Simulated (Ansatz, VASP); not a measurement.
## PbSe in VASP and in Ansatz

File INCAR:

```
PREC = Accurate
ENCUT = 520
EDIFF = 1E-7
ISMEAR = 0
SIGMA = 0.03
LREAL = F
LASPH = T
NELM = 80
ALGO = Normal
ISIF = 2
LWAVE = F
LCHARG = F
GGA = PE
NBANDS = 17
```

File KPOINTS:

```
Automatic mesh
0
Gamma
  10 10 10
```

The input POSCAR:

```
PbSe
1.0
    0.0000000000      3.3265566725      2.5947142045
    3.3265566725      0.0000000000      2.5947142045
    3.3265566725      3.3265566725      0.0000000000
Pb Se
1 1
Direct
    0.0000000000      0.0000000000      0.0000000000
    0.5000000000      0.5000000000      0.5000000000
```

Input for Ansatz:

```yaml
crystal:
  lattice:
    - [0.0, 3.3265566725, 2.5947142045]
    - [3.3265566725, 0.0, 2.5947142045]
    - [3.3265566725, 3.3265566725, 0.0]
  atoms:
    - { symbol: Pb, position: [0.0, 0.0, 0.0] }
    - { symbol: Se, position: [0.5, 0.5, 0.5] }
basis:
  ecutwfc: 420
kpoints:
  mp_grid: { grid: [10, 10, 10] }
hamiltonian:
  xc: pbe
scf:
  occupations: { method: gaussian, width: 0.03 }
output:
  forces: true
  stress: true
  eigenvalues: true
```

Alike in both runs: task single point; functional PBE; k mesh 10 × 10 × 10; occupations gaussian, width 0.03 eV; no spin polarisation.

|  | VASP | Ansatz |
| --- | --- | --- |
| version | VASP 6.6.1 | Ansatz 0.2.0 |
| potentials or method | VASP PAW PBE potentials, release 64 (Pb_d, Se) | scalar-relativistic, plane waves, PAW |
| plane-wave cutoff (eV) | 520 | 420 |
| valence electrons in the cell | 20 | 30 |

Ansatz gave:

- gap on the k mesh at the Fermi level (eV): none
- pressure (GPa): 11.0
- largest component of the traceless stress (GPa): 26.27

**Question.** Estimate VASP's values.

**Answer.** gap on the k mesh at the Fermi level (eV): none; pressure (GPa): 10.9; largest component of the traceless stress (GPa): 26.26.

A gap of «none» marks a metal or a gap that the smearing closes. The two sets of potentials don't hold the same shells in valence.

The runs have no spin-orbit coupling, so splittings on Pb are missing.
